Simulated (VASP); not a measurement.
# Zone-centre spectra of SiC (Moissanite), part 4 of 7

What would a Raman spectrum of SiC (Moissanite) look like? The cell is of the wurtzite type, one of the forms listed for this formula. The start is a cell from a database of measured crystal structures.

VASP 6.6.1, plane waves and PAW; the level of theory is named at each step.

So far. Step 3 (Relaxation): At LDA, with these data sets, the largest force is down to 3.3e-4 eV/Å, and the volume now lies -1.2 % from that of the session's start. Step 4 (Modes at the zone centre): The mean electronic (clamped-ion) dielectric constant is 7.10. The three acoustic modes come out within 0.025 cm⁻¹ of zero.

## Step 5: Dielectric tensor along a mode, mode (cm-1) 837.49, amplitude 0.05

This step: LDA, displaced atoms; plane waves and PAW (Si, C) (VASP 6.6.1).

The atoms are moved both ways along each mode that the steps below name, by 0.05 amu^½ Å of its normal coordinate; the derivative of the dielectric tensor, times V/4π, is the Raman tensor. Where modes are degenerate one is taken, since partners share the powder averages.

INCAR reads:

```
SYSTEM = SiC
PREC = Accurate
ENCUT = 520
EDIFF = 1E-08
NELM = 100
ISMEAR = 0
SIGMA = 0.01
LREAL = .FALSE.
ALGO = Normal
GGA = CA
NBANDS = 14
LWAVE = .FALSE.
LCHARG = .FALSE.
KPAR = 2
LEPSILON = .TRUE.
```

POSCAR reads:

```
SiC
1.0
    3.0639158633      0.0000000000      0.0000000000
   -1.5319579317      2.6534289726      0.0000000000
    0.0000000000      0.0000000000      5.0290029076
Si C
2 2
Direct
    0.6666666667      0.3333333333      0.5045942677
    0.3333333333      0.6666666667      0.0046350349
    0.6666666667      0.3333333333      0.8783570492
    0.3333333333      0.6666666667      0.3824136482
```

KPOINTS reads:

```
Automatic mesh
0
Gamma
8 8 5
0 0 0
```

Potentials, in the order of the species: Si and C (PBE family, release 64).

Run with:

```console
$ mpirun -np 2 vasp_std
```

Log:

```text
[... set-up lines as in an earlier step ...]
 entering main loop
       N       E                     dE             d eps       ncg     rms          rms(c)
DAV:   1     0.252374508222E+02    0.25237E+02   -0.72861E+03  1120   0.102E+03
DAV:   2    -0.342665698391E+02   -0.59504E+02   -0.53589E+02  1602   0.172E+02
DAV:   3    -0.370717968134E+02   -0.28052E+01   -0.27912E+01  1528   0.350E+01
DAV:   4    -0.370979940903E+02   -0.26197E-01   -0.26187E-01  1276   0.411E+00
DAV:   5    -0.370983355673E+02   -0.34148E-03   -0.34145E-03  1522   0.437E-01    0.118E+01
DAV:   6    -0.333248986880E+02    0.37734E+01   -0.88478E+00  1408   0.183E+01    0.503E+00
DAV:   7    -0.332041444938E+02    0.12075E+00   -0.10352E+00  1522   0.635E+00    0.227E+00
DAV:   8    -0.331659402327E+02    0.38204E-01   -0.63572E-02  1306   0.164E+00    0.547E-01
DAV:   9    -0.331617728037E+02    0.41674E-02   -0.76447E-03  1462   0.593E-01    0.111E-01
DAV:  10    -0.331618334894E+02   -0.60686E-04   -0.71933E-04  1372   0.173E-01    0.517E-02
DAV:  11    -0.331618317497E+02    0.17397E-05   -0.22287E-05  1444   0.368E-02    0.196E-02
DAV:  12    -0.331618305887E+02    0.11610E-05   -0.24726E-06  1432   0.995E-03    0.643E-03
DAV:  13    -0.331618303448E+02    0.24397E-06   -0.13490E-06  1468   0.678E-03    0.132E-03
DAV:  14    -0.331618303567E+02   -0.11969E-07   -0.55920E-08  1396   0.175E-03    0.397E-04
DAV:  15    -0.331618303601E+02   -0.33403E-08   -0.13634E-09   854   0.318E-04
   1 F= -.33161830E+02 E0= -.33161830E+02  d E =-.282101E-17
 Linear response reoptimize wavefunctions to high precision
DAV:   1    -0.331618303610E+02   -0.87516E-09   -0.22623E-10   932   0.125E-04
DAV:   2    -0.331618303610E+02   -0.15234E-10   -0.42838E-11   776   0.548E-05
 Linear response G [H, r] |phi>, progress :
  Direction:   1
       N       E                     dE             d eps       ncg     rms
RMM:   1    -0.780485177753E+02   -0.78049E+02   -0.30729E+01  2843   0.616E+01
RMM:   2    -0.589371885622E+02    0.19111E+02   -0.62119E+00  1901   0.170E+01
RMM:   3    -0.589596099594E+02   -0.22421E-01   -0.10063E-01  2015   0.196E+00
RMM:   4    -0.589592686728E+02    0.34129E-03   -0.29929E-03  2169   0.307E-01
RMM:   5    -0.589592517615E+02    0.16911E-04   -0.13167E-04  2154   0.562E-02
RMM:   6    -0.589592528412E+02   -0.10797E-05   -0.11811E-05  2201   0.118E-02
RMM:   7    -0.589592526605E+02    0.18073E-06   -0.97078E-07  2148   0.275E-03
RMM:   8    -0.589592527100E+02   -0.49504E-07    0.23694E-06  2088   0.779E-04
RMM:   9    -0.589592526928E+02    0.17166E-07    0.71145E-06  1804   0.327E-04
RMM:  10    -0.589592526774E+02    0.15399E-07    0.25451E-06  1538   0.216E-04
RMM:  11    -0.589592526811E+02   -0.36640E-08    0.48942E-06  1466   0.189E-04
RMM:  12    -0.589592526670E+02    0.14077E-07    0.48993E-08  1386   0.182E-04
RMM:  13    -0.589592526745E+02   -0.75320E-08    0.63112E-06  1275   0.181E-04
RMM:  14    -0.589592526563E+02    0.18260E-07    0.65912E-07  1171   0.181E-04
 Linear response G [H, r] |phi>, progress :
  Direction:   2
       N       E                     dE             d eps       ncg     rms
RMM:   1    -0.735867389600E+02   -0.73587E+02   -0.39846E+01  2812   0.607E+01
RMM:   2    -0.579919084744E+02    0.15595E+02   -0.51150E+00  1896   0.162E+01
RMM:   3    -0.580330591360E+02   -0.41151E-01   -0.68402E-02  2008   0.184E+00
RMM:   4    -0.580341028866E+02   -0.10438E-02   -0.11538E-03  2161   0.284E-01
RMM:   5    -0.580341987568E+02   -0.95870E-04    0.12235E-05  2175   0.511E-02
RMM:   6    -0.580342102362E+02   -0.11479E-04    0.74996E-06  2212   0.105E-02
RMM:   7    -0.580342114405E+02   -0.12043E-05    0.10633E-06  2180   0.243E-03
RMM:   8    -0.580342117537E+02   -0.31318E-06   -0.88481E-06  2120   0.696E-04
RMM:   9    -0.580342115619E+02    0.19178E-06   -0.46693E-06  1785   0.314E-04
RMM:  10    -0.580342117035E+02   -0.14159E-06   -0.57425E-06  1531   0.221E-04
RMM:  11    -0.580342115313E+02    0.17224E-06   -0.16880E-06  1443   0.202E-04
RMM:  12    -0.580342117105E+02   -0.17918E-06   -0.13293E-05  1384   0.197E-04
RMM:  13    -0.580342115015E+02    0.20897E-06    0.14479E-06  1258   0.196E-04
RMM:  14    -0.580342117709E+02   -0.26941E-06   -0.11076E-05  1175   0.196E-04
 Linear response G [H, r] |phi>, progress :
  Direction:   3
       N       E                     dE             d eps       ncg     rms
RMM:   1    -0.706380222421E+02   -0.70638E+02   -0.21762E+01  2703   0.585E+01
RMM:   2    -0.582161987868E+02    0.12422E+02   -0.45459E+00  1891   0.148E+01
RMM:   3    -0.582531385735E+02   -0.36940E-01   -0.69182E-02  2005   0.166E+00
RMM:   4    -0.582539739654E+02   -0.83539E-03   -0.14297E-03  2092   0.255E-01
RMM:   5    -0.582540297465E+02   -0.55781E-04   -0.43467E-05  2128   0.451E-02
RMM:   6    -0.582540337384E+02   -0.39919E-05    0.50618E-07  2184   0.875E-03
RMM:   7    -0.582540341194E+02   -0.38099E-06    0.45019E-07  2162   0.191E-03
RMM:   8    -0.582540341710E+02   -0.51532E-07    0.36568E-07  2036   0.508E-04
RMM:   9    -0.582540341649E+02    0.60231E-08    0.31078E-07  1732   0.233E-04
RMM:  10    -0.582540341791E+02   -0.14147E-07    0.63307E-07  1528   0.173E-04
RMM:  11    -0.582540341731E+02    0.60192E-08    0.82215E-08  1425   0.162E-04
 Linear response to external field (no local field effect), progress :
  Direction:   1
       N       E                     dE             d eps       ncg     rms          rms(c)
RMM:   1    -0.703083240647E+00   -0.70308E+00   -0.28336E+00  2324   0.364E+00
RMM:   2    -0.719909739440E+00   -0.16826E-01   -0.70540E-03  1919   0.532E-01
RMM:   3    -0.720018511135E+00   -0.10877E-03   -0.13734E-04  1950   0.548E-02
RMM:   4    -0.720021574813E+00   -0.30637E-05   -0.37094E-06  2001   0.890E-03
RMM:   5    -0.720021662969E+00   -0.88156E-07   -0.16547E-07  1961   0.146E-03
RMM:   6    -0.720021667000E+00   -0.40311E-08   -0.15217E-08  1644   0.280E-04
 change of polarisation eV/A/(eV/A) component  1 :     1.440    -0.371    -0.106
 dielectric tensor                  component  1 :     7.373    -1.641    -0.467
 Linear response to external field (no local field effect), progress :
  Direction:   2
       N       E                     dE             d eps       ncg     rms          rms(c)
RMM:   1    -0.697626104512E+00   -0.69763E+00   -0.28201E+00  2342   0.360E+00
RMM:   2    -0.714202624785E+00   -0.16577E-01   -0.67589E-03  1921   0.522E-01
RMM:   3    -0.714305980056E+00   -0.10336E-03   -0.13116E-04  1957   0.534E-02
RMM:   4    -0.714308874779E+00   -0.28947E-05   -0.35289E-06  1998   0.861E-03
RMM:   5    -0.714308959459E+00   -0.84680E-07   -0.15003E-07  2003   0.140E-03
RMM:   6    -0.714308963485E+00   -0.40254E-08   -0.12860E-08  1669   0.269E-04
 change of polarisation eV/A/(eV/A) component  2 :    -0.371     1.429    -0.181
 dielectric tensor                  component  2 :    -1.641     7.323    -0.800
 Linear response to external field (no local field effect), progress :
  Direction:   3
       N       E                     dE             d eps       ncg     rms          rms(c)
RMM:   1    -0.727937386778E+00   -0.72794E+00   -0.30523E+00  2314   0.352E+00
RMM:   2    -0.745694181928E+00   -0.17757E-01   -0.66970E-03  1921   0.491E-01
RMM:   3    -0.745792100640E+00   -0.97919E-04   -0.12277E-04  1949   0.485E-02
RMM:   4    -0.745795051927E+00   -0.29513E-05   -0.25497E-06  2012   0.763E-03
RMM:   5    -0.745795144949E+00   -0.93022E-07   -0.95693E-09  1996   0.121E-03
RMM:   6    -0.745795153191E+00   -0.82419E-08    0.12343E-08  1555   0.226E-04
 change of polarisation eV/A/(eV/A) component  3 :    -0.105    -0.181     1.492
 dielectric tensor                  component  3 :    -0.467    -0.799     7.602
 Linear response to external field, progress :
  Direction:   1
       N       E                     dE             d eps       ncg     rms          rms(c)
RMM:   1    -0.700139977795E+00   -0.70014E+00   -0.28247E+00  9520   0.364E+00
RMM:   2    -0.717053195920E+00   -0.16913E-01   -0.70065E-03  7741   0.530E-01    0.121E+00
RMM:   3    -0.696585333147E+00    0.20468E-01   -0.14380E-02  7834   0.662E-01    0.701E-01
RMM:   4    -0.714603255703E+00   -0.18018E-01   -0.17419E-02  7918   0.731E-01    0.104E-01
RMM:   5    -0.718266434049E+00   -0.36632E-02   -0.44524E-04  8120   0.146E-01    0.115E-02
RMM:   6    -0.718484598278E+00   -0.21816E-03   -0.64158E-06  8501   0.161E-02    0.578E-03
RMM:   7    -0.718553053141E+00   -0.68455E-04   -0.29716E-07  8421   0.399E-03    0.700E-04
RMM:   8    -0.718575942303E+00   -0.22889E-04    0.29505E-07  8563   0.151E-03    0.264E-04
RMM:   9    -0.718571727313E+00    0.42150E-05    0.83247E-07  8482   0.398E-04    0.334E-05
RMM:  10    -0.718571599754E+00    0.12756E-06    0.89599E-08  6860   0.928E-05    0.137E-05
RMM:  11    -0.718571547954E+00    0.51800E-07    0.15613E-08  4727   0.429E-05    0.191E-06
 change of polarisation eV/A/(eV/A) component  1 :     1.359     0.000     0.000
 dielectric tensor                  component  1 :     7.015     0.000     0.000
 Linear response to external field, progress :
  Direction:   2
       N       E                     dE             d eps       ncg     rms          rms(c)
RMM:   1    -0.700572652077E+00   -0.70057E+00   -0.28290E+00  5484   0.359E+00
RMM:   2    -0.717058574168E+00   -0.16486E-01   -0.68126E-03  4444   0.520E-01    0.121E+00
RMM:   3    -0.696586748517E+00    0.20472E-01   -0.14316E-02  4441   0.661E-01    0.701E-01
RMM:   4    -0.714617573215E+00   -0.18031E-01   -0.17505E-02  4519   0.732E-01    0.104E-01
RMM:   5    -0.718263482309E+00   -0.36459E-02   -0.44639E-04  4627   0.146E-01    0.115E-02
RMM:   6    -0.718483349393E+00   -0.21987E-03   -0.63673E-06  4887   0.161E-02    0.578E-03
RMM:   7    -0.718553939023E+00   -0.70590E-04   -0.38263E-07  4820   0.391E-03    0.681E-04
RMM:   8    -0.718575663591E+00   -0.21725E-04   -0.30271E-07  4924   0.148E-03    0.263E-04
RMM:   9    -0.718571670117E+00    0.39935E-05   -0.91937E-07  4853   0.394E-04    0.357E-05
RMM:  10    -0.718571723995E+00   -0.53878E-07   -0.98442E-08  3712   0.776E-05    0.143E-05
RMM:  11    -0.718571670231E+00    0.53764E-07    0.89609E-09  2729   0.453E-05    0.120E-06
 change of polarisation eV/A/(eV/A) component  2 :    -0.294     1.359    -0.000
 dielectric tensor                  component  2 :    -1.302     7.015    -0.000
 Linear response to external field, progress :
  Direction:   3
       N       E                     dE             d eps       ncg     rms          rms(c)
RMM:   1    -0.727937386778E+00   -0.72794E+00   -0.30523E+00  2314   0.352E+00
RMM:   2    -0.745694183356E+00   -0.17757E-01   -0.66970E-03  1921   0.491E-01    0.122E+00
RMM:   3    -0.726558928752E+00    0.19135E-01   -0.12823E-02  1879   0.638E-01    0.709E-01
RMM:   4    -0.745336440471E+00   -0.18778E-01   -0.16143E-02  1909   0.710E-01    0.103E-01
RMM:   5    -0.748677742961E+00   -0.33413E-02   -0.38049E-04  1962   0.132E-01    0.195E-02
RMM:   6    -0.749170755564E+00   -0.49301E-03   -0.95372E-06  2065   0.192E-02    0.635E-03
RMM:   7    -0.749258889862E+00   -0.88134E-04   -0.18629E-07  2069   0.322E-03    0.190E-03
RMM:   8    -0.749294250817E+00   -0.35361E-04   -0.33450E-08  2106   0.123E-03    0.176E-04
RMM:   9    -0.749295636131E+00   -0.13853E-05   -0.22841E-09  2063   0.194E-04    0.738E-05
RMM:  10    -0.749295944201E+00   -0.30807E-06    0.10005E-09  1609   0.714E-05    0.888E-06
 change of polarisation eV/A/(eV/A) component  3 :    -0.105    -0.179     1.419
 dielectric tensor                  component  3 :    -0.463    -0.793     7.282
 Born effective charges drift removed
```

Wall time 58 s (2 MPI ranks of Intel Xeon 6975P-C (Granite Rapids), shared host); peak memory 0.56 GiB.

OUTCAR, selected parts (step 5):

```text
   k-points           NKPTS =     40   k-points in BZ     NKDIM =     40   number of bands    NBANDS=     14

   NELECT =      16.0000    total number of electrons

  Total        0.0048344      0.0048344      0.0068421     -0.0000000      0.0000000      0.0000000
  in kB        0.1894470      0.1894470      0.2681233     -0.0000000      0.0000000      0.0000000
  external PRESSURE =       0.2156725 kB  Pullay stress =       0.0000000 kB

 POSITION                                       TOTAL-FORCE (eV/Angst)
 -----------------------------------------------------------------------------------
      1.53196      0.88448      2.53761         0.000000     -0.000000      0.003016
     -0.00000      1.76895      0.02331         0.000000      0.000000     -0.011749
      1.53196      0.88448      4.41726        -0.000000      0.000000      0.320444
     -0.00000      1.76895      1.92316         0.000000     -0.000000     -0.311711
 -----------------------------------------------------------------------------------
    total drift:                               -0.000000     -0.000000     -0.000090

 MACROSCOPIC STATIC DIELECTRIC TENSOR (including local field effects in DFT)
 ------------------------------------------------------
           7.014707    -0.000000     0.000000
          -0.000000     7.014707     0.000000
           0.000000     0.000000     7.282361
 ------------------------------------------------------

 PIEZOELECTRIC TENSOR (including local field effects)  for field in x, y, z        (C/m^2)
          XX          YY          ZZ          XY          YZ          ZX
  --------------------------------------------------------------------------------
  x     0.00000    -0.00000     0.00000    -0.00124    -0.00000     0.59015
  y    -0.00124     0.00124     0.00000    -0.00000     0.59015    -0.00000
  z     0.46595     0.46595    -0.80337    -0.00000    -0.00000    -0.00000

 BORN EFFECTIVE CHARGES (including local field effects) (in |e|, cummulative output)
 ---------------------------------------------------------------------------------
 ion    1
    1     2.67910    -0.00000     0.00000
    2    -0.00000     2.67910     0.00000
    3    -0.00000     0.00000     2.88723
 ion    2
    1     2.67268    -0.00000     0.00000
    2    -0.00000     2.67268     0.00000
    3     0.00000     0.00000     2.84995
 ion    3
    1    -2.67605     0.00000    -0.00000
    2     0.00000    -2.67605    -0.00000
    3     0.00000     0.00000    -2.88409
 ion    4
    1    -2.67573     0.00000    -0.00000
    2     0.00000    -2.67573    -0.00000
    3    -0.00000    -0.00000    -2.85308

[... 4 parts as in an earlier step ...]

[... 6 further parts left out ...]
```

Numbers from this step:

```
pressure                       : 0.02157 GPa
gap on the k-mesh              : 2.383 eV
least direct gap on the k-mesh : 3.909 eV
```

Electronic dielectric tensor with local fields:

```
7.01 0.00 0.00
0.00 7.01 0.00
0.00 0.00 7.28
```

Born effective charge (e), principal values of the symmetric part by kind of site:

```tsv
atom	atoms with these values	low	middle	high	mean
Si1	1	2.68	2.68	2.89	2.75
Si2	1	2.67	2.67	2.85	2.73
C3	1	-2.88	-2.68	-2.68	-2.75
C4	1	-2.85	-2.68	-2.68	-2.73
```

In full for Si2:

```
2.67 0.00 0.00
0.00 2.67 0.00
0.00 0.00 2.85
```

Piezoelectric tensor with clamped ions (C/m²), by row:

```tsv
field	xx	yy	zz	xy	yz	zx
x	0	0	0	-0.00124	0	0.5901
y	-0.00124	0.00124	0	0	0.5901	0
z	0.4659	0.4659	-0.8034	0	0	0
```

The principal values of the electronic dielectric tensor with local fields are 7.01, 7.01 and 7.28. Mean Born effective charge: Si1 2.75, Si2 2.73, C3 -2.75, C4 -2.73 e.

## Step 6: Dielectric tensor along a mode, mode (cm-1) 837.49, amplitude -0.05

The same response, for the next move.

INCAR is that of step 5.

POSCAR reads:

```
SiC
1.0
    3.0639158633      0.0000000000      0.0000000000
   -1.5319579317      2.6534289726      0.0000000000
    0.0000000000      0.0000000000      5.0290029076
Si C
2 2
Direct
    0.6666666667      0.3333333333      0.5046350349
    0.3333333333      0.6666666667      0.0045942677
    0.6666666667      0.3333333333      0.8824136482
    0.3333333333      0.6666666667      0.3783570492
```

KPOINTS is that of step 5.

Run with:

```console
$ mpirun -np 2 vasp_std
```

Log:

```text
[... set-up lines as in an earlier step ...]
 entering main loop
       N       E                     dE             d eps       ncg     rms          rms(c)
DAV:   1     0.252101852617E+02    0.25210E+02   -0.72860E+03  1120   0.102E+03
DAV:   2    -0.342724314893E+02   -0.59483E+02   -0.53800E+02  1602   0.172E+02
DAV:   3    -0.370718012716E+02   -0.27994E+01   -0.27853E+01  1534   0.349E+01
DAV:   4    -0.370979914028E+02   -0.26190E-01   -0.26182E-01  1282   0.410E+00
[...]
DAV:  13    -0.331618303447E+02    0.25522E-06   -0.13917E-06  1444   0.690E-03    0.136E-03
DAV:  14    -0.331618303564E+02   -0.11698E-07   -0.60878E-08  1420   0.184E-03    0.394E-04
DAV:  15    -0.331618303597E+02   -0.33092E-08   -0.17756E-09   824   0.363E-04
   1 F= -.33161830E+02 E0= -.33161830E+02  d E =-.282265E-17
 Linear response reoptimize wavefunctions to high precision
DAV:   1    -0.331618303606E+02   -0.89767E-09   -0.36585E-10   980   0.149E-04
DAV:   2    -0.331618303607E+02   -0.48658E-10   -0.64854E-11   764   0.682E-05
 Linear response G [H, r] |phi>, progress :
  Direction:   1
[...]
RMM:  10    -0.718571559807E+00   -0.60734E-07   -0.11580E-07  3691   0.763E-05    0.143E-05
RMM:  11    -0.718571509431E+00    0.50376E-07    0.11039E-08  2731   0.445E-05    0.118E-06
 change of polarisation eV/A/(eV/A) component  2 :    -0.294     1.359    -0.000
 dielectric tensor                  component  2 :    -1.303     7.015    -0.000
 Linear response to external field, progress :
  Direction:   3
       N       E                     dE             d eps       ncg     rms          rms(c)
RMM:   1    -0.727937253159E+00   -0.72794E+00   -0.30523E+00  2314   0.352E+00
RMM:   2    -0.745694004352E+00   -0.17757E-01   -0.66966E-03  1921   0.491E-01    0.122E+00
RMM:   3    -0.726558803343E+00    0.19135E-01   -0.12824E-02  1879   0.638E-01    0.709E-01
RMM:   4    -0.745336209468E+00   -0.18777E-01   -0.16143E-02  1909   0.710E-01    0.103E-01
[...]
RMM:   8    -0.749294111777E+00   -0.35350E-04   -0.34156E-08  2118   0.123E-03    0.176E-04
RMM:   9    -0.749295491832E+00   -0.13801E-05   -0.47286E-09  2060   0.194E-04    0.738E-05
RMM:  10    -0.749295800588E+00   -0.30876E-06   -0.21623E-08  1620   0.707E-05    0.891E-06
 change of polarisation eV/A/(eV/A) component  3 :    -0.107    -0.178     1.419
 dielectric tensor                  component  3 :    -0.475    -0.788     7.282
 Born effective charges drift removed
```

The job ended after 59 s (2 MPI ranks; peak memory 0.57 GiB; 1.9 min of CPU time).

OUTCAR, selected parts (step 6):

```text
  Total        0.0048303      0.0048303      0.0068363     -0.0000000     -0.0000000     -0.0000000
  in kB        0.1892845      0.1892845      0.2678964     -0.0000000     -0.0000000     -0.0000000
  external PRESSURE =       0.2154884 kB  Pullay stress =       0.0000000 kB

 POSITION                                       TOTAL-FORCE (eV/Angst)
 -----------------------------------------------------------------------------------
      1.53196      0.88448      2.53781        -0.000000      0.000000     -0.011750
     -0.00000      1.76895      0.02310         0.000000      0.000000      0.003017
      1.53196      0.88448      4.43766        -0.000000      0.000000     -0.311711
     -0.00000      1.76895      1.90276         0.000000     -0.000000      0.320444
 -----------------------------------------------------------------------------------
    total drift:                               -0.000000     -0.000000     -0.000090

 MACROSCOPIC STATIC DIELECTRIC TENSOR (including local field effects in DFT)
 ------------------------------------------------------
           7.014706    -0.000000     0.000000
          -0.000000     7.014706     0.000000
           0.000000     0.000000     7.282360
 ------------------------------------------------------

[... 2 parts as in an earlier step ...]
```

Electronic dielectric tensor with local fields:

```
7.01 0.00 0.00
0.00 7.01 0.00
0.00 0.00 7.28
```

The two moves along the mode at 837 cm⁻¹ give the same tensor, so the mode is Raman silent.

(Continued in part 5 of 7.)

[Lines on the potential files, build, host, timing and source positions are cut from VASP's logs without a mark.]

[Logs are printed without paths, hosts, clocks, repeated set-up lines and the standing remarks that a program may print on its own settings, such as how far it seeks lower states.]

[Hosts, paths, dates, database ids (printed as entryN), source tags and the programs' standing remarks are cut or masked in the printed files.]
